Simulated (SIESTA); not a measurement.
## HgTe (Coloradoite) in SIESTA: convergence with Tolerance

Crystal: HgTe (Coloradoite).

```
Hg Te
1.0
     0.00000    3.21450    3.21450
     3.21450    0.00000    3.21450
     3.21450    3.21450    0.00000
Hg Te
1 1
Direct
  0.99737 0.00315 0.99558
  0.74873 0.75226 0.74921
```

The cell isn't the ideal one: atoms moved at random, drawn with an rms of 0.05 Å.

* Program: SIESTA 5.4.2
* Task: single point
* Functional: PBE
* Potentials or basis: PseudoDojo 0.4 standard (PBE files)
* Basis: DZP (energy shift 0.003 Ry; two zetas on semicore shells)
* Grid cutoff: 800 Ry
* Energy shift: 0.003 Ry
* k mesh: 5 × 5 × 5
* Occupations: fermi-dirac, width 0.05 eV
* Spin: no spin polarisation

These are the settings of the first run; the series varies Tolerance, with any setting tied to it.

Hardware: 1 thread of Intel(R) Xeon(R) 6975P-C (Granite Rapids), with other jobs on the host.

| Tolerance | energy less the tightest run, at zero smearing (meV/atom) | SCF cycles | CPU time (s) | peak memory (GiB) |
| --- | --- | --- | --- | --- |
| 0.1 | 0.07 | 6 | 20 | 0.27 |
| 0.01 | 0.00 | 8 | 23 | 0.28 |
| 0.001 | 0.00 | 9 | 23 | 0.28 |
| 0.0001 | 0.00 | 10 | 20 | 0.28 |
| 1e-05 | 0.00 | 12 | 21 | 0.28 |
| 1e-06 | 0.00 | 13 | 22 | 0.28 |

Against the tightest run, the energy stays within 1 meV/atom from 0.1 on. The tightest run that finished is the yardstick and may itself not be fully converged.

 The run has no spin-orbit coupling, so splittings on Hg, Te are missing.
